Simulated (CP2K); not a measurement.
# TaN (P-6m2) in CP2K: a series of runs

One crystal, TaN, is run at these levels: PBEsol, LDA; tasks: band structure.

All numbers are computed with CP2K 2026.2; they aren't measurements. Logs are shortened: lines on timing, memory, paths and dates and some standing lists are left out, and cuts for length are marked.

**1. The crystal as given**

Symmetry: P-6m2, No. 187, hexagonal system. Conventional cell: a = 2.938 Å, b = 2.938 Å, c = 2.883 Å, α = 90.00°, β = 90.00°, γ = 120.00°. Ta (site symmetry -6m2) has 6 N at 2.23 Å as nearest neighbours. Around N (site symmetry -6m2) lie 6 Ta at 2.23 Å.

**2. Band structure, PBEsol**

File tan_bands.inp:

```
&GLOBAL
  PROJECT tan_bands
  RUN_TYPE ENERGY_FORCE
  PRINT_LEVEL LOW
&END GLOBAL
&FORCE_EVAL
  METHOD QS
  STRESS_TENSOR ANALYTICAL
  &DFT
    BASIS_SET_FILE_NAME BASIS_MOLOPT_UZH
    POTENTIAL_FILE_NAME POTENTIAL_UZH
    &MGRID
      CUTOFF 450
      REL_CUTOFF 60
      NGRIDS 5
    &END MGRID
    &QS
      METHOD GPW
      EPS_DEFAULT 1.0E-9
    &END QS
    &KPOINTS
      SCHEME MONKHORST-PACK 10 10 9
      GAMMA_CENTERED T
      SYMMETRY T
      SYMMETRY_BACKEND SPGLIB
    &END KPOINTS
    &SCF
      SCF_GUESS ATOMIC
      EPS_SCF 1.0E-6
      MAX_SCF 100
      ADDED_MOS 13
      CHOLESKY OFF
      EPS_EIGVAL 1.0E-7
      &DIAGONALIZATION ON
        ALGORITHM STANDARD
      &END DIAGONALIZATION
      &MIXING ON
        METHOD BROYDEN_MIXING
        ALPHA 0.4
        BETA 1.5
        NBUFFER 8
      &END MIXING
      &SMEAR ON
        METHOD FERMI_DIRAC
        ELECTRONIC_TEMPERATURE [K] 580.226
      &END SMEAR
    &END SCF
    &XC
      &XC_FUNCTIONAL
        &GGA_X_PBE_SOL
        &END GGA_X_PBE_SOL
        &GGA_C_PBE_SOL
        &END GGA_C_PBE_SOL
      &END XC_FUNCTIONAL
    &END XC
    &PRINT
      &KPOINTS ON
      &END KPOINTS
      &MULLIKEN ON
      &END MULLIKEN
      &MO ON
        ENERGIES T
        OCCUPATION_NUMBERS T
        &EACH
          QS_SCF 0
        &END EACH
        ADD_LAST NUMERIC
      &END MO
      &BAND_STRUCTURE
        FILE_NAME bands.bs
        ADDED_MOS 6
        &KPOINT_SET
          UNITS B_VECTOR
          NPOINTS 6
          SPECIAL_POINT GAMMA 0.00000000 0.00000000 0.00000000
          SPECIAL_POINT M 0.50000000 0.00000000 0.00000000
          SPECIAL_POINT K 0.33333333 0.33333333 0.00000000
          SPECIAL_POINT GAMMA 0.00000000 0.00000000 0.00000000
          SPECIAL_POINT A 0.00000000 0.00000000 0.50000000
          SPECIAL_POINT L 0.50000000 0.00000000 0.50000000
          SPECIAL_POINT H 0.33333333 0.33333333 0.50000000
          SPECIAL_POINT A 0.00000000 0.00000000 0.50000000
        &END KPOINT_SET
        &KPOINT_SET
          UNITS B_VECTOR
          NPOINTS 6
          SPECIAL_POINT L 0.50000000 0.00000000 0.50000000
          SPECIAL_POINT M 0.50000000 0.00000000 0.00000000
        &END KPOINT_SET
        &KPOINT_SET
          UNITS B_VECTOR
          NPOINTS 6
          SPECIAL_POINT K 0.33333333 0.33333333 0.00000000
          SPECIAL_POINT H 0.33333333 0.33333333 0.50000000
        &END KPOINT_SET
      &END BAND_STRUCTURE
    &END PRINT
  &END DFT
  &SUBSYS
    &CELL
      A 2.9380000000 0.0000000000 0.0000000000
      B -1.4690000000 2.5443826363 0.0000000000
      C 0.0000000000 0.0000000000 2.8830000000
      PERIODIC XYZ
    &END CELL
    &COORD
      SCALED
      Ta  0.0000000000 0.0000000000 0.5000000000
      N   0.6666666667 0.3333333333 0.0000000000
    &END COORD
    &KIND Ta
      BASIS_SET TZVP-MOLOPT-PBE-GTH-q13
      POTENTIAL GTH-PBE-q13
    &END KIND
    &KIND N
      BASIS_SET TZVP-MOLOPT-PBE-GTH-q5
      POTENTIAL GTH-PBE-q5
    &END KIND
    &PRINT
      &ATOMIC_COORDINATES ON
      &END ATOMIC_COORDINATES
      &CELL ON
      &END CELL
      &SYMMETRY ON
      &END SYMMETRY
    &END PRINT
  &END SUBSYS
  &PRINT
    &FORCES ON
    &END FORCES
    &STRESS_TENSOR ON
    &END STRESS_TENSOR
  &END PRINT
&END FORCE_EVAL
```

Potentials or basis: POTENTIAL_UZH Ta GTH-PBE-q13, N GTH-PBE-q5; TZVP-MOLOPT-PBE-GTH basis.

Started as:

```bash
$ OMP_NUM_THREADS=1 cp2k.psmp -i tan_bands.inp -o tan_bands.out
```

tan_bands.out:

```text

 CP2K| version string:                                       CP2K version 2026.2
 CP2K| Input file name                                             tan_bands.inp

 GLOBAL| Force Environment number                                              1
 GLOBAL| Basis set file name                                    BASIS_MOLOPT_UZH
 GLOBAL| Potential file name                                       POTENTIAL_UZH
 GLOBAL| MM Potential file name                                     MM_POTENTIAL
 GLOBAL| Coordinate file name                                      __STD_INPUT__
 GLOBAL| Method name                                                        CP2K
 GLOBAL| Project name                                                  tan_bands
 GLOBAL| Run type                                                   ENERGY_FORCE
 GLOBAL| FFT library                                                       FFTW3
[... 6 lines left out ...]
 GLOBAL| Total number of message passing processes                             1
 GLOBAL| Number of threads for this process                                    1
 GLOBAL| CPU model name                                 Intel(R) Xeon(R) 6975P-C

 CELL| Volume [angstrom^3]:                                            21.551567
 CELL| Vector a [angstrom]:       2.938     0.000     0.000   |a| =     2.938000
 CELL| Vector b [angstrom]:      -1.469     2.544     0.000   |b| =     2.938000
 CELL| Vector c [angstrom]:       0.000     0.000     2.883   |c| =     2.883000
 CELL| Angle (b,c), alpha [degree]:                                    90.000000
 CELL| Angle (a,c), beta  [degree]:                                    90.000000
 CELL| Angle (a,b), gamma [degree]:                                   120.000000
 CELL| Numerically orthorhombic:                                              NO
 CELL| Periodicity                                                           XYZ

 CELL_REF| Volume [angstrom^3]:                                        21.551567
 CELL_REF| Vector a [angstrom     2.938     0.000     0.000   |a| =     2.938000
 CELL_REF| Vector b [angstrom    -1.469     2.544     0.000   |b| =     2.938000
 CELL_REF| Vector c [angstrom     0.000     0.000     2.883   |c| =     2.883000
 CELL_REF| Angle (b,c), alpha [degree]:                                90.000000
 CELL_REF| Angle (a,c), beta  [degree]:                                90.000000
 CELL_REF| Angle (a,b), gamma [degree]:                               120.000000
 CELL_REF| Numerically orthorhombic:                                          NO
 CELL_REF| Periodicity                                                       XYZ
[... 10 lines left out ...]

  Total number of            - Atomic kinds:                                   2
                             - Atoms:                                          2
                             - Shell sets:                                     2
                             - Shells:                                        18
                             - Primitive Cartesian functions:                 11
                             - Cartesian basis functions:                     59
                             - Spherical basis functions:                     52

[... 132 lines left out ...]
  Core Hamiltonian energy:                                     25.81291884787570
  Hartree energy:                                              26.89842753473429
  Exchange-correlation energy:                                 -9.35238813705982
  Electronic entropic energy:                                  -0.00001162634440
  Fermi energy:                                                 0.55417558993343

  Total energy:                                               -68.12503485187740
  Total energy (extrapolated to T->0):                        -68.12502903870519

 MO| EIGENVALUES AND OCCUPATION NUMBERS FOR K POINT 1
 MO|
 MO|  Index      Eigenvalue [a.u.]        Eigenvalue [eV]             Occupation
 MO|      1              -1.944095             -52.901523               2.000000
 MO|      2              -0.747839             -20.349742               2.000000
 MO|      3              -0.743152             -20.222205               2.000000
 MO|      4              -0.727700             -19.801728               2.000000
 MO|      5              -0.026596              -0.723725               2.000000
 MO|      6               0.264385               7.194289               2.000000
[... 378 lines left out ...]
 MO|     21               1.577301              42.920538               0.000000
 MO|     22               1.687678              45.924062               0.000000
 MO| Sum:                                                              18.000000
 MO| E(Fermi):            0.554176 a.u.         15.079885 eV
 MO| Band gap:            0.178930 a.u.          4.868924 eV

 [... the levels of further k-points ...]

 !-----------------------------------------------------------------------------!
                     Mulliken Population Analysis

 #  Atom  Element  Kind  Atomic population                           Net charge
       1     Ta       1         12.008825                              0.991175
       2     N        2          5.991175                             -0.991175
 # Total charge                             18.000000                 -0.000000

 !-----------------------------------------------------------------------------!

 KPOINTS| Band Structure Calculation
 KPOINTS| Number of k-point sets                                               3
 KPOINTS| Number of added MOs/bands                                            6
 KPOINTS| Number of k-points in set    1                                      43
 KPOINTS| In units of b-vector [2pi/Bohr]
 KPOINTS| Special point     1       GAMMA     0.000000     0.000000     0.000000
 KPOINTS| Special point     2           M     0.500000     0.000000     0.000000
 KPOINTS| Special point     3           K     0.333333     0.333333     0.000000
 KPOINTS| Special point     4       GAMMA     0.000000     0.000000     0.000000
 KPOINTS| Special point     5           A     0.000000     0.000000     0.500000
 KPOINTS| Special point     6           L     0.500000     0.000000     0.500000
 KPOINTS| Special point     7           H     0.333333     0.333333     0.500000
 KPOINTS| Special point     8           A     0.000000     0.000000     0.500000
 KPOINTS| Number of k-points in set    2                                       7
 KPOINTS| In units of b-vector [2pi/Bohr]
 KPOINTS| Special point     1           L     0.500000     0.000000     0.500000
 KPOINTS| Special point     2           M     0.500000     0.000000     0.000000
 KPOINTS| Number of k-points in set    3                                       7
 KPOINTS| In units of b-vector [2pi/Bohr]
 KPOINTS| Special point     1           K     0.333333     0.333333     0.000000
 KPOINTS| Special point     2           H     0.333333     0.333333     0.500000

 ENERGY| Total FORCE_EVAL ( QS ) energy [hartree]            -68.125034605111267

 FORCES| Atomic forces [hartree/bohr]
 FORCES|   Atom     x               y               z               |f|
 FORCES|      1 -1.90018293E-09  9.50856751E-09 -1.98647214E-14   9.69657420E-09
 FORCES|      2 -2.49329636E-07  1.35351913E-07  2.40887873E-15   2.83699503E-07
 FORCES| Sum    -2.51229819E-07  1.44860481E-07 -1.74558426E-14
 FORCES| Total atomic force                                       2.90001691E-07

 STRESS| Analytical stress tensor [bar]
 STRESS|                        x                   y                   z
 STRESS|      x       -5.72998183123E+04  -1.56233011134E+00  -6.97894050105E-09
 STRESS|      y       -1.56233011134E+00  -5.73193901830E+04  -1.06916780165E-08
 STRESS|      z       -6.97894050105E-09  -1.06916780165E-08  -6.34661754574E+04
 STRESS| 1/3 Trace                                            -5.93617946509E+04
 STRESS| Determinant                                          -2.08447712681E+14

 STRESS| Eigenvectors and eigenvalues of the analytical stress tensor [bar]
 STRESS|                        1                   2                   3
 STRESS| Eigenvalues  -6.34661754574E+04  -5.73195141117E+04  -5.72996943836E+04
 STRESS|      x           0.000000000001      0.079074626665      0.996868699187
 STRESS|      y           0.000000000002      0.996868699187     -0.079074626665
 STRESS|      z           1.000000000000     -0.000000000002     -0.000000000001
```

Wall time 67 s (1 thread of Intel Xeon 6975P-C (Granite Rapids), shared host); peak memory 0.36 GiB.

Results:

| Item | Value |
| --- | --- |
| Free energy | -1853.7765 eV |
| Pressure | -5.9 GPa |
| Band gap on the k mesh | none (metal or under the smearing width) |
| Mulliken charges | Ta +0.99; N -0.99 e |

Levels at the corners of the path, in eV from the Fermi level:
| point | band 6 | band 7 | band 8 | band 9 | band 10 | band 11 | band 12 | band 13 |
| --- | --- | --- | --- | --- | --- | --- | --- | --- |
| Γ | -4.64 | -4.64 | -4.31 | -3.06 | 2.04 | 3.53 | 3.53 | 3.99 |
| M | -8.40 | -5.31 | -3.57 | -3.30 | 2.97 | 4.01 | 5.09 | 5.31 |
| K | -7.69 | -5.83 | -5.30 | 0.04 | 1.00 | 1.47 | 2.36 | 7.54 |
| Γ | -4.64 | -4.64 | -4.31 | -3.06 | 2.04 | 3.53 | 3.53 | 3.99 |
| A | -9.49 | -3.87 | -3.87 | -0.14 | -0.14 | 2.32 | 3.21 | 3.21 |
| L | -7.44 | -6.30 | -5.77 | -0.42 | 4.06 | 5.37 | 6.07 | 7.08 |
| H | -8.34 | -6.66 | -3.95 | -0.42 | 4.43 | 4.97 | 6.71 | 7.55 |
| A | -9.49 | -3.87 | -3.87 | -0.14 | -0.14 | 2.32 | 3.21 | 3.21 |
| L | -7.44 | -6.30 | -5.77 | -0.42 | 4.06 | 5.37 | 6.07 | 7.08 |
| M | -8.40 | -5.31 | -3.57 | -3.30 | 2.97 | 4.01 | 5.09 | 5.31 |
| K | -7.69 | -5.83 | -5.30 | 0.04 | 1.00 | 1.47 | 2.36 | 7.54 |
| H | -8.34 | -6.66 | -3.95 | -0.42 | 4.43 | 4.97 | 6.71 | 7.55 |

Caveat: Mulliken charges move with the basis; the potentials were made for another functional, which shifts forces and pressure; spin-orbit coupling is left out, which moves the levels of the heavy elements; the basis of atomic orbitals isn't converged, which shifts pressures, moduli and gaps.

**3. Band structure, LDA**

tan_bands.inp: that of step 2 with these lines changed.

```diff
@@ -10,3 +10,3 @@
     BASIS_SET_FILE_NAME BASIS_MOLOPT_UZH
-    POTENTIAL_FILE_NAME POTENTIAL_UZH
+    POTENTIAL_FILE_NAME GTH_POTENTIALS
     &MGRID
@@ -49,6 +49,6 @@
       &XC_FUNCTIONAL
-        &GGA_X_PBE_SOL
-        &END GGA_X_PBE_SOL
-        &GGA_C_PBE_SOL
-        &END GGA_C_PBE_SOL
+        &LDA_X
+        &END LDA_X
+        &LDA_C_PW
+        &END LDA_C_PW
       &END XC_FUNCTIONAL
@@ -70,6 +70,6 @@
         FILE_NAME bands.bs
-        ADDED_MOS 6
+        ADDED_MOS 2
         &KPOINT_SET
           UNITS B_VECTOR
-          NPOINTS 6
+          NPOINTS 8
           SPECIAL_POINT GAMMA 0.00000000 0.00000000 0.00000000
@@ -85,3 +85,3 @@
           UNITS B_VECTOR
-          NPOINTS 6
+          NPOINTS 8
           SPECIAL_POINT L 0.50000000 0.00000000 0.50000000
@@ -91,3 +91,3 @@
           UNITS B_VECTOR
-          NPOINTS 6
+          NPOINTS 8
           SPECIAL_POINT K 0.33333333 0.33333333 0.00000000
@@ -106,5 +106,4 @@
     &COORD
-      SCALED
-      Ta  0.0000000000 0.0000000000 0.5000000000
-      N   0.6666666667 0.3333333333 0.0000000000
+      Ta  0.0000000000 0.0000000000 1.4415000000
+      N   1.4690000001 0.8481275453 0.0000000000
     &END COORD
@@ -112,3 +111,3 @@
       BASIS_SET TZVP-MOLOPT-PBE-GTH-q13
-      POTENTIAL GTH-PBE-q13
+      POTENTIAL GTH-PADE-q13
     &END KIND
@@ -116,3 +115,3 @@
       BASIS_SET TZVP-MOLOPT-PBE-GTH-q5
-      POTENTIAL GTH-PBE-q5
+      POTENTIAL GTH-PADE-q5
     &END KIND
@@ -123,4 +122,2 @@
       &END CELL
-      &SYMMETRY ON
-      &END SYMMETRY
     &END PRINT
```

Potentials or basis: GTH_POTENTIALS Ta GTH-PADE-q13, N GTH-PADE-q5; TZVP-MOLOPT-PBE-GTH basis.

Started as:

```bash
$ OMP_NUM_THREADS=1 cp2k.psmp -i tan_bands.inp -o tan_bands.out
```

It took 67 s on 1 thread of Intel Xeon 6975P-C (Granite Rapids), shared host; peak memory 0.36 GiB.

It converged, with:

```
Free energy            : -1865.0366 eV
Pressure               : -85.1 GPa
Band gap on the k mesh : none (metal or under the smearing width)
Mulliken charges       : Ta +1.96; N -1.96 e
```

Stress tensor (GPa, compression positive):
```
-78.70   0.00   0.00
  0.00 -78.74   0.00
  0.00   0.00 -97.91
```

Levels at the corners of the path, in eV from the Fermi level:
| point | band 5 | band 6 | band 7 | band 8 | band 9 | band 10 | band 11 | band 12 | band 13 | band 14 |
| --- | --- | --- | --- | --- | --- | --- | --- | --- | --- | --- |
| Γ | -18.12 | -4.87 | -4.87 | -4.50 | -3.31 | 1.72 | 3.56 | 3.56 | 4.25 | 4.25 |
| M | -15.61 | -8.76 | -5.55 | -3.72 | -3.51 | 3.16 | 4.08 | 5.18 | 5.63 | 7.20 |
| K | -15.16 | -8.11 | -5.97 | -5.54 | -0.03 | 1.03 | 1.45 | 2.47 | 7.82 | 11.71 |
| Γ | -18.12 | -4.87 | -4.87 | -4.50 | -3.31 | 1.72 | 3.56 | 3.56 | 4.25 | 4.25 |
| A | -15.15 | -9.99 | -4.11 | -4.11 | -0.15 | -0.15 | 2.26 | 3.23 | 3.23 | 8.43 |
| L | -15.96 | -7.77 | -6.57 | -6.03 | -0.72 | 4.08 | 5.74 | 6.46 | 7.25 | 9.95 |
| H | -15.91 | -8.62 | -7.04 | -4.17 | -0.41 | 4.67 | 5.11 | 6.97 | 7.57 | 8.85 |
| A | -15.15 | -9.99 | -4.11 | -4.11 | -0.15 | -0.15 | 2.26 | 3.23 | 3.23 | 8.43 |
| L | -15.96 | -7.77 | -6.57 | -6.03 | -0.72 | 4.08 | 5.74 | 6.46 | 7.25 | 9.95 |
| M | -15.61 | -8.76 | -5.55 | -3.72 | -3.51 | 3.16 | 4.08 | 5.18 | 5.63 | 7.20 |
| K | -15.16 | -8.11 | -5.97 | -5.54 | -0.03 | 1.03 | 1.45 | 2.47 | 7.82 | 11.71 |
| H | -15.91 | -8.62 | -7.04 | -4.17 | -0.41 | 4.67 | 5.11 | 6.97 | 7.57 | 8.85 |

Caveat: Mulliken charges move with the basis; a pressure of tens of GPa on the cell as given is suspect, and the run, the potentials or the cell itself is likely at fault; spin-orbit coupling is left out, which moves the levels of the heavy elements; the basis of atomic orbitals isn't converged, which shifts pressures, moduli and gaps.
